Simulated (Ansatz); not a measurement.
A trial structure of Ge was built thus: random cell by space group and Wyckoff sites (Cmmm, No. 65). The dimensions are guesses.

```yaml
crystal:
  lattice:
    - [1.62047, -2.15091, 0.00000]
    - [1.62047, 2.15091, 0.00000]
    - [0.00000, 0.00000, 6.94232]
  atoms:
    - { symbol: Ge, position: [0.00000, 0.00000, 0.67879] }
    - { symbol: Ge, position: [0.00000, 0.00000, 0.32121] }
```

These are results of DFT PBE, scalar-relativistic, plane waves, PAW (Ansatz 0.2.0), not measurements. Cutoff 420 eV, Gaussian smearing, Γ-centred meshes. Cell and atoms relax first on a coarse mesh and then on a finer one. In between, the cell is made exact in the group found at 0.06 Å. In metals the finer mesh still leaves noise of several meV/atom or more. The steps can't lower the symmetry of their start. No spin polarisation.

A guess keeps its type if space group and coordination stay and the shape of the cell changes little (axis ratios within about 15 %, angles within 6°); the volume may change.

Task: Will the relaxed cell still be of the starting type?

Result: It doesn't keep its type. The symmetry goes from Cmmm (No. 65) to Pm-3m (No. 221), and the primitive cell from 2 to 1 atom. The end has the simple cubic type. The volume per atom shrinks by 17.7 %, from 24.2 to 19.9 Å³. The shortest distance goes from 2.48 Å (Ge–Ge) to 2.71 Å (Ge–Ge). Counting neighbours within 15 % of an atom's shortest distance, the start has Ge 5 and the end Ge 6. In detail, at the end around Ge lie 6 Ge at 2.71 Å.

```xyz
1
Lattice="2.7110 0.0000 0.0000 0.0000 2.7110 0.0000 0.0000 0.0000 2.7110" Properties=species:S:1:pos:R:3 pbc="T T T"
Ge    0.0000    0.0000    0.0000
```

The last run used a 20×20×20 mesh for its 1-atom cell and Gaussian smearing of 0.10 eV. Symmetry constrained the relaxation, so the result can be a saddle point.
